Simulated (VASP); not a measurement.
# Cu16H in VASP: a series of runs

The runs below take Cu16H through single point, with PBE+D3(BJ), optB86b-vdW, rev-vdW-DF2.

Everything below comes from runs of VASP 6.6.1. Logs are shortened: lines on timing, memory, paths and dates and some standing lists are left out, and cuts for length are marked.

### 1 The slab as given

The cell holds a slab with vacuum, 17 atoms: a = 5.105 Å, b = 5.105 Å, c = 21.915 Å, α = 90.00°, β = 90.00°, γ = 90.00°.

The cell was built by a generator and needn't be a form met in nature.

### 2 Single point, PBE+D3(BJ)

INCAR reads:

```
SYSTEM = Cu16H
ALGO = Fast
EDIFF = 1E-6
ENCUT = 400
GGA = PE
ISIF = 2
ISMEAR = 1
ISYM = 0
IVDW = 12
KPAR = 4
LASPH = .TRUE.
LCHARG = .FALSE.
LREAL = Auto
LWAVE = .FALSE.
NELM = 60
PREC = Accurate
SIGMA = 0.1
```

KPOINTS reads:

```
k-points
0
G
  6 6 1
  0 0 0
```

POSCAR reads:

```
Cu16H
1.0
    5.1053109602      0.0000000000      0.0000000000
    0.0000000000      5.1053109602      0.0000000000
    0.0000000000      0.0000000000     21.9150000000
Cu H
16 1
Direct
    0.2500000000      0.2500000000      0.1141000000
    0.7500000000      0.2500000000      0.1141000000
    0.2500000000      0.7500000000      0.1141000000
    0.7500000000      0.7500000000      0.1141000000
    0.0000000000      0.0000000000      0.1964000000
    0.5000000000      0.0000000000      0.1964000000
    0.0000000000      0.5000000000      0.1964000000
    0.5000000000      0.5000000000      0.1964000000
    0.2500000000      0.2499000000      0.2757000000
    0.7498000000      0.2503000000      0.2770000000
    0.2497000000      0.7499000000      0.2770000000
    0.7495000000      0.7501000000      0.2801000000
    0.0016000000      0.0023000000      0.3582000000
    0.4980000000      0.0012000000      0.3582000000
    0.0011000000      0.4989000000      0.3582000000
    0.4976000000      0.4977000000      0.3582000000
    0.2479000000      0.2497000000      0.3834000000
```

Potentials or basis: VASP PAW PBE potentials, release 64 (Cu, H).

The run is started by

```
cat potpaw_PBE.64/Cu/POTCAR potpaw_PBE.64/H/POTCAR > POTCAR
mpirun -np 4 vasp_std > vasp.out
```

OUTCAR:

```text
SYSTEM = Cu16H
   EDIFF = 1E-6
   ENCUT = 400
   GGA = PE
   ISIF = 2
   ISMEAR = 1
   ISYM = 0
   IVDW = 12
   LASPH = .TRUE.
   LREAL = Auto
   NELM = 60
   PREC = Accurate
 IVDW          = 12

 ion  position               nearest neighbor table
   1  0.250  0.250  0.114-   5 2.55   6 2.55   7 2.55   8 2.55   2 2.55   3 2.55   3 2.55   2 2.55

   2  0.750  0.250  0.114-   5 2.55   6 2.55   7 2.55   8 2.55   1 2.55   4 2.55   4 2.55   1 2.55

   3  0.250  0.750  0.114-   5 2.55   6 2.55   7 2.55   8 2.55   1 2.55   4 2.55   1 2.55   4 2.55
[... 23 lines left out ...]
  15  0.001  0.499  0.358-  12 2.49  11 2.53  10 2.53  16 2.53  13 2.54   9 2.55  13 2.57  16 2.57

  16  0.498  0.498  0.358-  12 2.50  10 2.53  14 2.53  15 2.53  11 2.53   9 2.54  14 2.57  15 2.57

  17  0.248  0.250  0.383-

IMPORTANT INFORMATION: All symmetrisations will be switched off!
NOSYMM: (Re-)initialisation of all symmetry stuff for point group C_1.

----------------------------------------------------------------------------------------

                                     Primitive cell

  volume of cell :     571.1969

  direct lattice vectors                    reciprocal lattice vectors
     5.105310960  0.000000000  0.000000000     0.195874455  0.000000000  0.000000000
     0.000000000  5.105310960  0.000000000     0.000000000  0.195874455  0.000000000
     0.000000000  0.000000000 21.915000000     0.000000000  0.000000000  0.045630846

  length of vectors
     5.105310960  5.105310960 21.915000000     0.195874455  0.195874455  0.045630846

  position of ions in fractional coordinates (direct lattice)
     0.250000000  0.250000000  0.114100000
     0.750000000  0.250000000  0.114100000
     0.250000000  0.750000000  0.114100000
     0.750000000  0.750000000  0.114100000
     0.000000000  0.000000000  0.196400000
     0.500000000  0.000000000  0.196400000
[... 9 lines left out ...]
     0.497600000  0.497700000  0.358200000
     0.247900000  0.249700000  0.383400000

  ion indices of the primitive-cell ions
   primitive index   ion index
                 1           1
                 2           2
                 3           3
                 4           4
                 5           5
                 6           6
[... 9 lines left out ...]
                16          16
                17          17

[... 71 lines left out ...]
   NFREE  =      0    steps in history (QN), initial steepest desc. (CG)
   ISIF   =      2    stress and relaxation
   ISYM   =      0    0-nonsym 1-usesym 2-fastsym
   POTIM  = 0.5000    time-step for ionic-motion
   TEBEG  =    0.0;   TEEND  =   0.0 temperature during run
   PSTRESS=    0.0 pullay stress
   NELECT =     177.0000    total number of electrons
   NUPDOWN=      -1.0000    fix difference up-down
   EMIN   =  10.00;   EMAX   =-10.00  energy-range for DOS
   EFERMI =   0.00;   METHOD = LEGACY
   ISMEAR =     1;   SIGMA  =   0.10  broadening in eV -4-tet -1-fermi 0-gaus
   EFERMI_NEDOS =   21; number of points for ismear=-14 and -15
   IALGO  =     68    algorithm
   IMIX   =      4    mixing-type and parameters
     AMIX     =   0.40;   BMIX     =  1.00
     AMIX_MAG =   1.60;   BMIX_MAG =  1.00
  volume/ion in A,a.u.               =      33.60       226.74
  Fermi-wavevector in a.u.,A,eV,Ry     =   1.107824  2.093483 16.698066  1.227273
  Thomas-Fermi vector in A             =   2.244343
   LORBIT       =      0    0 simple, 1 ext, 2 COOP (PROOUT), +10 PAW based schemes
   GGA     = PE    functional components
   LHFCALC =     F    Hartree Fock is set to
   AEXX    =    0.0000 exact exchange contribution
   IVDW    =    12    specifies the selected vdW correction
   LEPSILON=     F    determine dielectric tensor
   LRPA    =     F    only Hartree local field effects (RPA)
 non-spin polarized calculation
 RMM-DIIS sequential band-by-band and
 Methfessel and Paxton  Order N= 1 SIGMA  =   0.10
  energy-cutoff  :      400.00
  volume of cell :      571.20
 maximum number of plane-waves:     10427
 NGX is ok and might be reduce to    36
   NGX = 17   NGY = 17   NGZ = 71

 number of electron     177.0000292 magnetization

 Free energy of the ion-electron system (eV)
  ---------------------------------------------------
  ext. energy  EPLUGINS =         0.00000000
  ---------------------------------------------------
  free energy    TOTEN  =       -58.40469072 eV

  energy without entropy =      -58.40607170  energy(sigma->0) =      -58.40515105

 E-fermi :  -0.4705     XC(G=0):  -5.1022

 val. band max:       -0.4775883644   @ k =   0.0000   0.0000   0.0000
 cond. band min:      -0.4670880136   @ k =   0.3333   0.0000   0.0000
 fundamental gap:      0.0105003507
 Fermi energy:        -0.4704604770

 k-point     1 :       0.0000    0.0000    0.0000
  band No.  band energies     occupation
      1      -9.4621      2.00000
      2      -8.1591      2.00000
      3      -6.5358      2.00000
      4      -5.4837      2.00000
      5      -5.4513      2.00000
      6      -5.3965      2.00000
[... 2049 lines left out ...]
     99       4.6134      0.00000
    100       4.6466      0.00000
 [bands above 100 left out]

------------------------ aborting loop because EDIFF is reached ----------------------------------------

 Edisp (eV)   -6.66311

 E8    (eV) :    -2.9658

  FORCE on cell =-STRESS in cart. coord.  units (eV):
  Direction    XX          YY          ZZ          XY          YZ          ZX
  --------------------------------------------------------------------------------------
  -------------------------------------------------------------------------------------
  Total      -9.80992    -9.81008    -2.46939     0.00415     0.00049     0.03634
  in kB     -27.51630   -27.51675    -6.92651     0.01164     0.00138     0.10193
  external pressure =      -20.65 kB  Pullay stress =        0.00 kB

 VOLUME and BASIS-vectors are now :
 -----------------------------------------------------------------------------
  energy-cutoff  :      400.00
  volume of cell :      571.20
      direct lattice vectors                 reciprocal lattice vectors
     5.105310960  0.000000000  0.000000000     0.195874455  0.000000000  0.000000000
     0.000000000  5.105310960  0.000000000     0.000000000  0.195874455  0.000000000
     0.000000000  0.000000000 21.915000000     0.000000000  0.000000000  0.045630846

 POSITION                                       TOTAL-FORCE (eV/Angst)
 -----------------------------------------------------------------------------------
      1.27633      1.27633      2.50050         0.000679      0.000139      0.249647
      3.82898      1.27633      2.50050        -0.000872      0.000065      0.207366
      1.27633      3.82898      2.50050         0.000728     -0.000111      0.207328
      3.82898      3.82898      2.50050        -0.000929     -0.000061      0.230465
      0.00000      0.00000      4.30411        -0.081725     -0.076601     -0.229624
      2.55266      0.00000      4.30411         0.076356     -0.079430     -0.232853
[... 9 lines left out ...]
      2.54040      2.54091      7.84995         0.006047      0.008888      0.025726
      1.26561      1.27480      8.40221         0.009289      0.002099     -0.010693
 -----------------------------------------------------------------------------------
    total drift:                                0.001983     -0.000140      0.014161

  FREE ENERGIE OF THE ION-ELECTRON SYSTEM (eV)
  ---------------------------------------------------
  free  energy   TOTEN  =       -65.0677971641 eV

  energy  without entropy=      -65.0691781413  energy(sigma->0) =      -65.06825749
```

stdout:

```text
POSCAR found type information on POSCAR CuH
 POSCAR found :  2 types and      17 ions
 scaLAPACK will be used
 LDA part: xc-table for (Slater+PW92), standard interpolation
 POSCAR, INCAR and KPOINTS ok, starting setup
 FFT: planning ... GRIDC
 FFT: planning ... GRID_SOFT
 FFT: planning ... GRID
 WAVECAR not read
 entering main loop
```

Run time: 7.2 min. Hardware: 4 MPI ranks of Intel Xeon Platinum 8488C (Sapphire Rapids), shared host; peak memory 0.78 GiB.

Results:

```yaml
Free_energy: -65.0678 eV
Largest_force: 0.259 eV/Å
Band_gap_on_the_k_mesh: none (metal or under the smearing width)
Dispersion_energy_per_atom: -0.392 eV
```

Forces on the atoms (eV/Å):
```
Cu   0.001  0.000  0.250
Cu  -0.001  0.000  0.207
Cu   0.001  0.000  0.207
Cu  -0.001  0.000  0.230
Cu  -0.082 -0.077 -0.230
Cu   0.076 -0.079 -0.233
Cu  -0.081  0.078 -0.232
Cu   0.075  0.080 -0.235
Cu  -0.005  0.002 -0.034
Cu   0.001 -0.010 -0.007
Cu  -0.002  0.002 -0.008
Cu   0.009  0.003 -0.005
Cu  -0.010 -0.008  0.022
Cu   0.003  0.003  0.026
Cu   0.000 -0.004  0.025
Cu   0.006  0.009  0.026
H    0.009  0.002 -0.011
```

[end of part 1 of 2]
